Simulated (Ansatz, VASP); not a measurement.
**BN: VASP beside Ansatz**

INCAR

```
ALGO = Normal
EDIFF = 1E-7
ENCUT = 520
GGA = PE
ISIF = 2
ISMEAR = 0
IVDW = 12
LASPH = T
LCHARG = T
LELF = T
LREAL = F
LVHAR = T
LWAVE = F
NBANDS = 16
NELM = 60
PREC = Accurate
SIGMA = 0.05
```

Contents of KPOINTS:

```
k-points
0
Gamma
  12 12 4
```

The input POSCAR:

```
BN
1.0
    2.5061233057      0.0000000000      0.0000000000
   -1.2530616528      2.1703664477      0.0000000000
    0.0000000000      0.0000000000      6.5973571420
B N
2 2
Direct
   -0.0221160809     -0.0442321619      0.4417948746
    0.3333333333      0.6666666667      0.0000000000
    0.0000000000      0.0000000000      0.0000000000
    0.6666666667      0.3333333333      0.5000000000
```

Input for Ansatz:

```yaml
crystal:
  lattice:
    - [2.5061233057, 0.0, 0.0]
    - [-1.2530616528, 2.1703664477, 0.0]
    - [0.0, 0.0, 6.597357142]
  atoms:
    - { symbol: B, position: [-0.0221160809, -0.0442321619, 0.4417948746] }
    - { symbol: B, position: [0.3333333333, 0.6666666667, 0.0] }
    - { symbol: "N", position: [0.0, 0.0, 0.0] }
    - { symbol: "N", position: [0.6666666667, 0.3333333333, 0.5] }
basis:
  ecutwfc: 420
kpoints:
  mp_grid: { grid: [12, 12, 4] }
hamiltonian:
  xc: pbe
  dispersion: d3bj
scf:
  occupations: { method: gaussian, width: 0.05 }
output:
  forces: true
  stress: true
  eigenvalues: true
```

Alike in both runs: task single point; functional PBE; dispersion D3(BJ); k mesh 12 × 12 × 4; occupations gaussian, width 0.05 eV; no spin polarisation.

|  | VASP | Ansatz |
| --- | --- | --- |
| version | VASP 6.6.1 | Ansatz 0.2.0 |
| potentials or method | VASP PAW PBE potentials, release 64 (B, N) | scalar-relativistic, plane waves, PAW |
| plane-wave cutoff (eV) | 520 | 420 |
| valence electrons in the cell | 16 | 16 |

```tsv
	VASP	Ansatz	Ansatz less VASP
gap on the k mesh at the Fermi level (eV)	2.65	2.65	-0.002
least direct gap on the mesh (eV)	3.14	3.14	-0.002
pressure (GPa)	-2.6	-2.7	-0.08
largest component of the traceless stress (GPa)	7.29	7.07	-0.219
rms of the force components (eV/Å)	2.440	2.440	-0.0007
```

Atom by atom the forces differ by 0.001 eV/Å (rms over components).

Caveats: forces of over 1 eV/Å show positions far from the minimum, so gaps and moduli don't describe the material at rest. A k mesh can miss the band edges.
